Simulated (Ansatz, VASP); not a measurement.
**One calculation of H, two programs**

The input POSCAR:

```
H
1.0
   -1.2702360000      1.2702360000      1.0458490000
    1.2702360000     -1.2702360000      1.0458490000
    1.2702360000      1.2702360000     -1.0458490000
H
1
Direct
    0.0000000000      0.0000000000      0.0000000000
```

Contents of INCAR.step1:

```
ALGO = Normal
EDIFF = 1E-4
ENCUT = 520
GGA = PE
ISMEAR = 1
ISYM = 0
LASPH = T
LCHARG = F
LREAL = F
LWAVE = T
NBANDS = 6
NELM = 100
PREC = Accurate
SIGMA = 0.2598
```

INCAR.step2

```
ALGO = Normal
EDIFF = 1E-6
ENCUT = 520
ISIF = 2
ISMEAR = 1
ISTART = 1
ISYM = 0
LASPH = T
LCHARG = T
LELF = T
LMIXTAU = T
LREAL = F
LVHAR = T
LWAVE = F
METAGGA = R2SCAN
NBANDS = 6
NELM = 100
PREC = Accurate
SIGMA = 0.2598
```

The input KPOINTS:

```
k-points
0
Gamma
  11 11 11
```

Input for Ansatz:

```yaml
crystal:
  lattice:
    - [-1.270236, 1.270236, 1.045849]
    - [1.270236, -1.270236, 1.045849]
    - [1.270236, 1.270236, -1.045849]
  atoms:
    - { symbol: H, position: [0.0, 0.0, 0.0] }
  symmetry: { detect: false }
kpoints:
  mp_grid: { grid: [11, 11, 11], shift: [0, 0, 0] }
magnetization:
  spin_polarized: false
scf:
  occupations: { method: methfessel_paxton, width: 0.2598 }
  mixing: { algorithm: msr1, beta: 0.05, ndim: 16 }
hamiltonian:
  pseudopotentials: { kind: paw }
  xc: r2scan
basis:
  ecutwfc: 500
output:
  forces: true
  stress: true
  eigenvalues: true
```

The cell was built by a generator and needn't be a form met in nature.

Alike in both runs: task single point; functional r2SCAN; k mesh 11 × 11 × 11; occupations methfessel-paxton of order 1, width 0.2598 eV; no spin polarisation.

|  | VASP | Ansatz |
| --- | --- | --- |
| version | VASP 6.6.1 | Ansatz 0.2.0 |
| potentials or method | VASP PAW PBE potentials, release 64 (H) | PAW plane waves |
| plane-wave cutoff (eV) | 520 | 500 |
| valence electrons in the cell | 1 | 1 |

|  | VASP | Ansatz | Ansatz less VASP |
| --- | --- | --- | --- |
| gap on the k mesh at the Fermi level (eV) | none | none | - |
| pressure (GPa) | -23.2 | -23.0 | +0.19 |
| largest component of the traceless stress (GPa) | 8.62 | 8.62 | +0.006 |

A gap of «none» marks a metal or a gap that the smearing closes. The functional is the same, so the differences come from potentials, cutoffs and numerics.

Caveats: so large a pressure means that the cell lies far from this level's equilibrium, or that cutoff or potentials fall short (VASP); the potentials were made for another functional, which shifts forces and pressure (VASP).
